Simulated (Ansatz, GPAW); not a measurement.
# Ballistic transport through a Ga chain with two P atoms in line, cheap and dear, part 2 of 2

How well does a Ga chain with two P atoms in line conduct at low bias, and how far do basis and functional move the answer?

GPAW 26.7.0 and Ansatz 0.2.0; Ansatz plane waves; Landauer transmission by layers, zero bias (the session's first sound run).

So far, transmission at the Fermi level (one spin): step 2 (plane-wave reference (PBE)) 2.31; step 3 (GPAW, dzp, PBE, GPAW) 2.30. Also open channels of the lead at the Fermi level (one spin): step 2 3.

## 4. GPAW, szp: basis = "szp(dzp)"

One radial function a shell plus polarisation makes the matrices smaller; the question is what that costs.

run.py reads:

```python
import json
import numpy as np
from ase import Atoms
from ase.transport.calculators import TransportCalculator
from gpaw import GPAW, FermiDirac
from gpaw.lcao.tools import get_lcao_hamiltonian
from scipy.linalg import eigh

# The junction with lead layers at both ends, along the third cell vector
device = Atoms(
    ['Ga', 'Ga', 'Ga', 'Ga', 'Ga', 'P', 'P', 'Ga', 'Ga', 'Ga', 'Ga', 'Ga'],
    positions=[
        [4.50000, 4.50000, 1.27500],
        [4.50000, 4.50000, 3.82500],
        [4.50000, 4.50000, 6.37500],
        [4.50000, 4.50000, 8.92500],
        [4.50000, 4.50000, 11.47500],
        [4.50000, 4.50000, 13.73580],
        [4.50000, 4.50000, 15.77580],
        [4.50000, 4.50000, 18.03660],
        [4.50000, 4.50000, 20.58660],
        [4.50000, 4.50000, 23.13660],
        [4.50000, 4.50000, 25.68660],
        [4.50000, 4.50000, 28.23660]],
    cell=[[9.0, 0.0, 0.0], [0.0, 9.0, 0.0], [0.0, 0.0, 29.5116]],
    pbc=True)

# One principal layer of the lead: the first 3 atoms of the device
lead = Atoms(
    ['Ga', 'Ga', 'Ga'],
    positions=[
        [4.50000, 4.50000, 1.27500],
        [4.50000, 4.50000, 3.82500],
        [4.50000, 4.50000, 6.37500]],
    cell=[[9.0, 0.0, 0.0], [0.0, 9.0, 0.0], [0.0, 0.0, 7.65]],
    pbc=True)

settings = dict(mode='lcao', basis='szp(dzp)', xc='PBE', h=0.2,
                occupations=FermiDirac(0.1), maxiter=250,
                mixer=dict(beta=0.1, nmaxold=8, weight=100.0),
                convergence=dict(density=0.0001))
energies = np.arange(-2, 2 + 1e-9, 0.05)
eta = 0.0001
n1, n2 = 1, 1
# k and -k transmit alike, so half of the mesh across the current serves
mesh = [(i, j) for i in range(n1) for j in range(n2) if (i, j) <= (-i % n1, -j % n2)]
weights = np.array([1 if (i, j) == (-i % n1, -j % n2) else 2 for i, j in mesh]) / (n1 * n2)

# [... helper functions left out ...]
fermi_lead = ground_state(lead, (1, 1, 15), 'lead.txt')
fermi_device = ground_state(device, (1, 1, 3), 'device.txt')
# [... loop over the mesh left out, but for ...]
        # Shift the lead onto the potential of the device's first layer
        shift = ((H[:, 0, 0] - H0[:, 0, 0]) / S0[0, 0]).real.mean()
# [...]
kT = 8.617333e-5 * 300
bias = [0.1, 0.2, 0.5, 1.0, 1.5, 2.0]
# [... integrals and printing left out ...]
```

Command:

```
$ OMP_NUM_THREADS=1 OPENBLAS_NUM_THREADS=2 python run.py
```

Wall time 41 s (2 threads of AMD EPYC 7R32 (Zen 2), shared host); peak memory 0.97 GiB.

Numbers from this step:

* conductance: 2.185 G₀
* largest coupling past the next principal layer: 5.81e-5 eV
* largest misfit of the first principal layer: 0.03434 eV
* shift that aligns the lead: -0.007218 eV
* basis functions of the junction: 108
* basis functions of a principal layer: 27
* transmission at the Fermi level (one spin): 2.204

One spin. The transmission, zone mean by energy, zero at the Fermi level:

energy (eV), transmission, zone mean and a bar:
```
    -2.00       0.81 ###########
    -1.85       0.92 ############
    -1.75       1.00 ##############
    -1.70       0.49 #######
    -1.60       0.00 
    -1.45       0.00 
    -1.30       0.32 ####
    -1.15       0.44 ######
    -1.05       0.49 #######
    -0.90       0.54 #######
    -0.75       0.58 ########
    -0.60       0.60 ########
    -0.50       0.62 ########
    -0.35       0.64 #########
    -0.20       1.75 ########################
    -0.05       2.19 ##############################
     0.00       2.20 ##############################
     0.05       2.18 ##############################
     0.20       2.00 ###########################
     0.35       1.82 #########################
     0.50       1.72 #######################
     0.60       1.69 #######################
     0.75       1.69 #######################
     0.90       1.71 #######################
     1.05       1.75 ########################
     1.15       1.78 ########################
     1.30       1.83 #########################
     1.45       1.89 ##########################
     1.60       1.95 ###########################
     1.70       1.99 ###########################
     1.85       2.06 ############################
     2.00       2.14 #############################
```

Not self-consistent under bias; the bias window is split evenly. The current through one cell, from the zero-bias transmission by bias:

| bias (V) | current through one cell, from the zero-bias transmission (μA) |
| --- | --- |
| 0.100 | 16.9 |
| 0.200 | 33.4 |
| 0.500 | 76.1 |
| 1.000 | 124 |
| 1.500 | 169 |
| 2.000 | 212 |

Table of transmission of the three most open eigenchannels by energy, zero at the Fermi level:

| energy (eV) | channel 1 | channel 2 | channel 3 |
| --- | --- | --- | --- |
| -2.00 | 0.814 | 0 | 0 |
| -1.90 | 0.874 | 0 | 0 |
| -1.80 | 0.965 | 0 | 0 |
| -1.70 | 0.491 | 0 | 0 |
| -1.55 | 3.1e-6 | 0 | 0 |
| -1.45 | 8.6e-7 | 0 | 0 |
| -1.35 | 0.241 | 0 | 0 |
| -1.25 | 0.371 | 0 | 0 |
| -1.15 | 0.444 | 0 | 0 |
| -1.05 | 0.491 | 0 | 0 |
| -0.90 | 0.540 | 0 | 0 |
| -0.80 | 0.565 | 0 | 0 |
| -0.70 | 0.585 | 0 | 0 |
| -0.60 | 0.603 | 0 | 0 |
| -0.50 | 0.619 | 0 | 0 |
| -0.40 | 0.634 | 4.4e-12 | 4.4e-12 |
| -0.25 | 0.654 | 2.3e-5 | 2.3e-5 |
| -0.15 | 0.666 | 0.665 | 0.665 |
| -0.05 | 0.756 | 0.756 | 0.678 |
| 0.00 | 0.760 | 0.760 | 0.684 |
| 0.05 | 0.746 | 0.746 | 0.689 |
| 0.15 | 0.700 | 0.686 | 0.686 |
| 0.25 | 0.710 | 0.613 | 0.613 |
| 0.40 | 0.725 | 0.524 | 0.524 |
| 0.50 | 0.734 | 0.493 | 0.493 |
| 0.60 | 0.743 | 0.474 | 0.474 |
| 0.70 | 0.752 | 0.466 | 0.466 |
| 0.80 | 0.761 | 0.465 | 0.465 |
| 0.90 | 0.770 | 0.470 | 0.470 |
| 1.05 | 0.783 | 0.483 | 0.483 |
| 1.15 | 0.792 | 0.494 | 0.494 |
| 1.25 | 0.800 | 0.507 | 0.507 |
| 1.35 | 0.809 | 0.520 | 0.520 |
| 1.45 | 0.818 | 0.535 | 0.535 |
| 1.55 | 0.826 | 0.551 | 0.551 |
| 1.70 | 0.839 | 0.576 | 0.576 |
| 1.80 | 0.848 | 0.595 | 0.595 |
| 1.90 | 0.857 | 0.614 | 0.614 |
| 2.00 | 0.865 | 0.635 | 0.635 |

The conductance, 2.18 G₀, lies 4.4 % below that of the dzp run.

## 5. Minimal basis

One function for each valence shell of the setup, as for a first survey of a large system.

run.py, as its differences from that of step 4:

```diff
@@ -37,3 +37,3 @@
 
-settings = dict(mode='lcao', basis='szp(dzp)', xc='PBE', h=0.2,
+settings = dict(mode='lcao', basis='sz(dzp)', xc='PBE', h=0.2,
                 occupations=FermiDirac(0.1), maxiter=250,
```

It took 30 s on 2 threads; peak memory 0.9 GiB.

Numbers from this step:

| Quantity | Value |
| --- | --- |
| conductance | 2.162 G₀ |
| largest coupling past the next principal layer | 5.75e-5 eV |
| largest misfit of the first principal layer | 0.03279 eV |
| shift that aligns the lead | -0.007839 eV |
| basis functions of the junction | 48 |
| basis functions of a principal layer | 12 |
| transmission at the Fermi level (one spin) | 2.182 |

The conductance, 2.16 G₀, lies 5.4 % below that of the dzp run.

## 6. revPBE in the dzp basis: xc = "revPBE"

Back in the dzp basis, the functional changes from PBE to revPBE, to set the spread between functionals beside that between bases.

run.py, as its differences from that of step 5:

```diff
@@ -37,3 +37,3 @@
 
-settings = dict(mode='lcao', basis='sz(dzp)', xc='PBE', h=0.2,
+settings = dict(mode='lcao', basis='dzp', xc='revPBE', h=0.2,
                 occupations=FermiDirac(0.1), maxiter=250,
```

Wall time 45 s (2 threads); peak memory 0.99 GiB.

This step gave:

| Quantity | Value |
| --- | --- |
| conductance | 2.280 G₀ |
| largest coupling past the next principal layer | 6.04e-5 eV |
| largest misfit of the first principal layer | 0.03224 eV |
| shift that aligns the lead | 1.66e-4 eV |
| basis functions of the junction | 156 |
| basis functions of a principal layer | 39 |
| transmission at the Fermi level (one spin) | 2.293 |

One spin. Table of transmission, zone mean by energy, zero at the Fermi level:

energy (eV), transmission, zone mean and a bar:
```
    -2.00       0.62 #######
    -1.90       0.62 #######
    -1.80       0.63 #######
    -1.70       0.64 ########
    -1.55       0.68 ########
    -1.50       0.75 #########
    -1.45       0.09 
    -1.35       0.60 #######
    -1.25       0.63 #######
    -1.15       0.65 ########
    -1.05       0.66 ########
    -0.90       0.67 ########
    -0.80       0.68 ########
    -0.70       0.69 ########
    -0.60       0.70 ########
    -0.50       0.71 ########
    -0.40       0.72 #########
    -0.25       1.14 ##############
    -0.15       2.17 ############################
    -0.05       2.29 ##############################
     0.00       2.29 ##############################
     0.05       2.27 ##############################
     0.15       2.17 ############################
     0.25       2.06 ###########################
     0.40       1.91 #########################
     0.50       1.84 ########################
     0.60       1.80 #######################
     0.70       1.79 #######################
     0.80       1.79 #######################
     0.90       1.80 #######################
     1.05       1.84 ########################
     1.15       1.87 ########################
     1.25       1.90 #########################
     1.35       1.94 #########################
     1.45       1.97 ##########################
     1.55       2.01 ##########################
     1.70       2.06 ###########################
     1.80       2.10 ###########################
     1.90       2.14 ############################
     2.00       2.18 ############################
```

The conductance, 2.28 G₀, lies 0.3 % below that of the dzp run.

## 7. The ladder

Times are for 2 threads of AMD EPYC 7R32 (Zen 2), shared host. The runs compared:

| no. | run | conductance (G₀) | time | memory (GiB) |
| --- | --- | --- | --- | --- |
| 1 | dzp | 2.286 | 45 s | 0.99 |
| 2 | szp | 2.185 | 41 s | 0.97 |
| 3 | sz | 2.162 | 30 s | 0.9 |
| 4 | dzp revPBE | 2.280 | 45 s | 0.99 |

## 8. The levels side by side

The curves are compared point by point over the common energies.

This step: comparison of transmission and cost over codes and levels (GPAW 26.7.0).

Ladder, by row:

| step | code | T at the Fermi level (sum over the listed spins) | conductance (G0) | r.m.s. T(E) from the first | wall time (s) | peak memory (GiB) | threads |
| --- | --- | --- | --- | --- | --- | --- | --- |
| pw-pbe | Ansatz | 2.308 | - | 0 | 1274 | 3.362 | 2 |
| dzp | GPAW | 2.3 | 2.286 | 0.04092 | 45.24 | 0.99 | 2 |
| szp | GPAW | 2.204 | 2.185 | 0.2161 | 41.24 | 0.97 | 2 |
| sz | GPAW | 2.182 | 2.162 | 0.2872 | 30.41 | 0.9 | 2 |
| dzp-revPBE | GPAW | 2.293 | 2.28 | 0.1189 | 45.05 | 0.99 | 2 |

The transmission, zone mean, sum over the listed spins by energy, zero at the Fermi level:

| energy (eV) | pw-pbe | dzp | szp | sz | dzp-revPBE |
| --- | --- | --- | --- | --- | --- |
| -2.00 | 0.682 | 0.650 | 0.814 | 0.804 | 0.616 |
| -1.85 | 0.715 | 0.674 | 0.916 | 0.941 | 0.628 |
| -1.70 | 0.780 | 0.719 | 0.491 | 5.4e-6 | 0.644 |
| -1.55 | 0.990 | 0.890 | 3.1e-6 | 5.3e-7 | 0.685 |
| -1.50 | 0 | 0.00119 | 6.4e-7 | 6.6e-6 | 0.747 |
| -1.35 | 0.361 | 0.477 | 0.241 | 0.313 | 0.605 |
| -1.20 | 0.536 | 0.585 | 0.412 | 0.422 | 0.641 |
| -1.05 | 0.594 | 0.625 | 0.491 | 0.480 | 0.659 |
| -0.90 | 0.628 | 0.651 | 0.540 | 0.519 | 0.674 |
| -0.70 | 0.660 | 0.677 | 0.585 | 0.557 | 0.693 |
| -0.55 | 0.679 | 0.695 | 0.612 | 0.579 | 0.706 |
| -0.40 | 0.697 | 0.712 | 0.634 | 0.599 | 0.720 |
| -0.25 | 1.24 | 1.13 | 0.654 | 0.616 | 1.14 |
| -0.10 | 2.27 | 2.26 | 2.13 | 2.10 | 2.26 |
| 0.00 | 2.31 | 2.30 | 2.20 | 2.18 | 2.29 |
| 0.10 | 2.24 | 2.23 | 2.13 | 2.11 | 2.23 |
| 0.25 | 2.07 | 2.07 | 1.94 | 1.90 | 2.06 |
| 0.40 | 1.92 | 1.92 | 1.77 | 1.73 | 1.91 |
| 0.55 | 1.83 | 1.83 | 1.70 | 1.63 | 1.82 |
| 0.70 | 1.80 | 1.80 | 1.68 | 1.59 | 1.79 |
| 0.90 | 1.81 | 1.81 | 1.71 | 1.58 | 1.80 |
| 1.05 | 1.84 | 1.85 | 1.75 | 1.60 | 1.84 |
| 1.20 | 1.88 | 1.90 | 1.80 | 1.62 | 1.89 |
| 1.35 | 1.93 | 1.94 | 1.85 | 1.65 | 1.94 |
| 1.50 | 1.98 | 2.00 | 1.91 | 1.68 | 1.99 |
| 1.70 | 2.05 | 2.07 | 1.99 | 1.72 | 2.06 |
| 1.85 | 2.11 | 2.13 | 2.06 | 1.77 | 2.12 |
| 2.00 | 2.17 | 2.19 | 2.14 | 1.81 | 2.18 |

## 9. Broadening 1e-06, SCF mesh 1×1×6, grid spacing 0.25

The broadening keeps the Green's functions finite; too large a value absorbs electrons where channels are open and leaks them where none are. The SCF mesh sets the Fermi level of the repeated cell. The real-space grid carries density and potential; a coarse one breaks translation symmetry along the lead and scatters electrons that should pass.

This step: GPAW LCAO, PAW setups; Landauer transmission from Green's functions with principal layers (ASE), zero bias (GPAW 26.7.0).

run.py, as its differences from that of step 6:

```diff
@@ -37,3 +37,3 @@
 
-settings = dict(mode='lcao', basis='dzp', xc='revPBE', h=0.2,
+settings = dict(mode='lcao', basis='dzp', xc='PBE', h=0.25,
                 occupations=FermiDirac(0.1), maxiter=250,
@@ -42,3 +42,3 @@
 energies = np.arange(-2, 2 + 1e-9, 0.05)
-eta = 0.0001
+eta = 1e-06
 n1, n2 = 1, 1
@@ -50,3 +50,3 @@
 fermi_lead = ground_state(lead, (1, 1, 15), 'lead.txt')
-fermi_device = ground_state(device, (1, 1, 3), 'device.txt')
+fermi_device = ground_state(device, (1, 1, 6), 'device.txt')
 # [... loop over the mesh left out, but for ...]
```

Run time: 32 s. Hardware: 2 threads; peak memory 0.6 GiB.

The run finished with changed settings (eta = 1e-06, scf_mesh = [1, 1, 6] and h = 0.25); it serves as a test.

Side by side:

| quantity | this run | sound run | difference |
| --- | --- | --- | --- |
| conductance (G₀) | 2.2890 | 2.2859 | 0.00309 |
| largest coupling past the next principal layer (eV) | 6.026e-5 | 6.030e-5 | -4.3e-8 |
| largest misfit of the first principal layer (eV) | 0.034218 | 0.033756 | 4.6e-4 |
| shift that aligns the lead (eV) | -6.981e-4 | -0.0013267 | 6.3e-4 |
| transmission at the Fermi level (one spin) | 2.3028 | 2.2999 | 0.00290 |

## 10. Mixing 0.02, basis sz(dzp)

Mixing changes the road to self-consistency, not its end. The mixing history changes the road to self-consistency, not its end. A smaller basis is cheaper in every inversion. The broadening keeps the Green's functions finite; too large a value absorbs electrons where channels are open and leaks them where none are.

run.py, as its differences from that of step 9:

```diff
@@ -37,5 +37,5 @@
 
-settings = dict(mode='lcao', basis='dzp', xc='PBE', h=0.25,
+settings = dict(mode='lcao', basis='sz(dzp)', xc='PBE', h=0.2,
                 occupations=FermiDirac(0.1), maxiter=250,
-                mixer=dict(beta=0.1, nmaxold=8, weight=100.0),
+                mixer=dict(beta=0.02, nmaxold=12, weight=100.0),
                 convergence=dict(density=0.0001))
@@ -50,3 +50,3 @@
 fermi_lead = ground_state(lead, (1, 1, 15), 'lead.txt')
-fermi_device = ground_state(device, (1, 1, 6), 'device.txt')
+fermi_device = ground_state(device, (1, 1, 3), 'device.txt')
 # [... loop over the mesh left out, but for ...]
```

Wall time 33 s (2 threads); peak memory 1 GiB.

This step gave:

```
conductance                                    : 2.166 G₀
largest coupling past the next principal layer : 5.75e-5 eV
largest misfit of the first principal layer    : 0.03265 eV
shift that aligns the lead                     : -0.007995 eV
basis functions of the junction                : 48
basis functions of a principal layer           : 12
transmission at the Fermi level (one spin)     : 2.186
```

One spin. Table of transmission, zone mean by energy, zero at the Fermi level:

| energy (eV) | transmission, zone mean |
| --- | --- |
| -2.00 | 0.805 |
| -1.90 | 0.885 |
| -1.80 | 0.998 |
| -1.70 | 5.4e-10 |
| -1.55 | 5.3e-11 |
| -1.45 | 0.154 |
| -1.35 | 0.313 |
| -1.25 | 0.395 |
| -1.15 | 0.445 |
| -1.05 | 0.481 |
| -0.90 | 0.519 |
| -0.80 | 0.540 |
| -0.70 | 0.557 |
| -0.60 | 0.572 |
| -0.50 | 0.586 |
| -0.40 | 0.599 |
| -0.25 | 0.617 |
| -0.15 | 1.98 |
| -0.05 | 2.17 |
| 0.00 | 2.19 |
| 0.05 | 2.16 |
| 0.15 | 2.05 |
| 0.25 | 1.90 |
| 0.40 | 1.73 |
| 0.50 | 1.65 |
| 0.60 | 1.61 |
| 0.70 | 1.59 |
| 0.80 | 1.58 |
| 0.90 | 1.58 |
| 1.05 | 1.60 |
| 1.15 | 1.61 |
| 1.25 | 1.63 |
| 1.35 | 1.65 |
| 1.45 | 1.67 |
| 1.55 | 1.69 |
| 1.70 | 1.73 |
| 1.80 | 1.75 |
| 1.90 | 1.78 |
| 2.00 | 1.81 |

Not self-consistent under bias; the bias window is split evenly. The current through one cell, from the zero-bias transmission by bias:

| bias (V) | current through one cell, from the zero-bias transmission (μA) |
| --- | --- |
| 0.100 | 16.7 |
| 0.200 | 33.1 |
| 0.500 | 75.2 |
| 1.000 | 122 |
| 1.500 | 164 |
| 2.000 | 205 |

Table of transmission of the three most open eigenchannels by energy, zero at the Fermi level:

| energy (eV) | channel 1 | channel 2 | channel 3 |
| --- | --- | --- | --- |
| -2.000 | 0.805 | 0 | 0 |
| -1.800 | 0.998 | 0 | 0 |
| -1.600 | 1.5e-10 | 0 | 0 |
| -1.400 | 0.249 | 0 | 0 |
| -1.200 | 0.422 | 0 | 0 |
| -1.000 | 0.495 | 0 | 0 |
| -0.800 | 0.540 | 0 | 0 |
| -0.600 | 0.572 | 0 | 0 |
| -0.400 | 0.599 | 0 | 0 |
| -0.200 | 0.622 | 0.552 | 0.552 |
| 0.000 | 0.772 | 0.772 | 0.642 |
| 0.200 | 0.661 | 0.656 | 0.656 |
| 0.400 | 0.678 | 0.524 | 0.524 |
| 0.600 | 0.695 | 0.457 | 0.457 |
| 0.800 | 0.711 | 0.435 | 0.435 |
| 1.000 | 0.727 | 0.433 | 0.433 |
| 1.200 | 0.743 | 0.439 | 0.439 |
| 1.400 | 0.759 | 0.449 | 0.449 |
| 1.600 | 0.777 | 0.462 | 0.462 |
| 1.800 | 0.794 | 0.479 | 0.479 |
| 2.000 | 0.813 | 0.500 | 0.500 |

The conductance, 2.17 G₀, lies 5.2 % below that of the dzp run.

## 11. Summary of results

| Property | Result |
| --- | --- |
| conductance | 2.29 G₀ |
| transmission at the Fermi level, mean of the spins | 2.30 |
| thermopower | about 0 (under 1.5 μV/K) |
| open channels of the lead there | 3 |

What this shows: In the dzp basis the junction conducts 2.29 G₀ at 300 K, with T = 2.30 a spin at the Fermi level; the sz basis reaches that conductance within 10 %. Plane waves (PBE) give T = 2.31 there. The scatterer reflects about 23 % of the incoming channels at the Fermi level. At the Fermi level the three most open eigenchannels pass 0.77, 0.77 and 0.75. Measured against the first run (pw-pbe), the nearest curve is that of dzp (r.m.s. 0.041) and the farthest that of sz (0.29). Over the compared runs wall time goes from 30 s (sz) to 1274 s (pw-pbe), on a shared host. The geometry was built from estimated bond lengths and not relaxed, so the numbers describe this model structure. An evenly spaced straight chain is an idealisation: free chains tend to dimerise, zigzag or, where a band edge lies near the Fermi level, turn magnetic. The currents use the zero-bias T(E) throughout, which holds only while the bias is small against the distance to the nearest feature. The energy step is wider than the thermal energy, so the conductance and thermopower rest on interpolation of T(E).

[Logs are printed without paths, hosts, clocks, repeated set-up lines and the standing remarks that a program may print on its own settings, such as how far it seeks lower states.]

[Hosts, paths, dates, database ids (printed as entryN), source tags and the programs' standing remarks are cut or masked in the printed files.]
